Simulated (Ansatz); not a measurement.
Runs of Ansatz 0.2.0 on Pb. Symmetry: Im-3m, No. 229, cubic system. Conventional cell: a = 3.959 Å, b = 3.959 Å, c = 3.959 Å, α = 90.00°, β = 90.00°, γ = 90.00°. Around Pb (site symmetry m-3m) lie 8 Pb at 3.43 Å. This isn't the form of Pb at room conditions, which is fcc.

```csv
task,level,spin,cell,k mesh,points for each segment of the path,gap on the mesh (eV),pressure (GPa),relaxed volume (Å³/atom)
band structure,LDA,"SOC, no magnetisation",as given,7 × 7 × 7,14,none,-3.1,-
relaxation of cell and atoms,PBE,off,relaxed,9 × 9 × 9,-,none,0.0,31.65
relaxation of cell and atoms,LDA,off,relaxed,9 × 9 × 9,-,none,0.0,(b)
band structure,PBEsol,"SOC, no magnetisation",as given,7 × 7 × 7,14,none,-1.6,-
band structure,PBE,"SOC, no magnetisation",as given,7 × 7 × 7,14,none,(a),-
relaxation of cell and atoms,PBEsol,off,relaxed,9 × 9 × 9,-,none,0.0,29.65
band structure,RPBE,off,as given,9 × 9 × 9,14,none,2.3,-
band structure,PBE,off,as given,9 × 9 × 9,14,none,0.8,-
```

Alike in all rows: potentials or basis Ansatz PAW; cutoff (eV) 420; smearing fermi-dirac 0.05 eV.

**Question.** Estimate the missing entries.

**Answer.** (a) 1.2; (b) 28.72.

Caveats: the PAW data sets come from PBE, with cores solved anew for the run's functional, which leaves a small shift of forces and pressure (some runs); the plane-wave basis is chosen anew once the cell has moved, so the energies of steps on either side of that aren't comparable (some runs); spin-orbit coupling is left out, which moves the levels of the heavy elements (some runs).

A k mesh can miss the band edges, and rows without SOC leave out spin-orbit coupling on Pb.

A gap of «none» marks a metal or a gap under the smearing width.
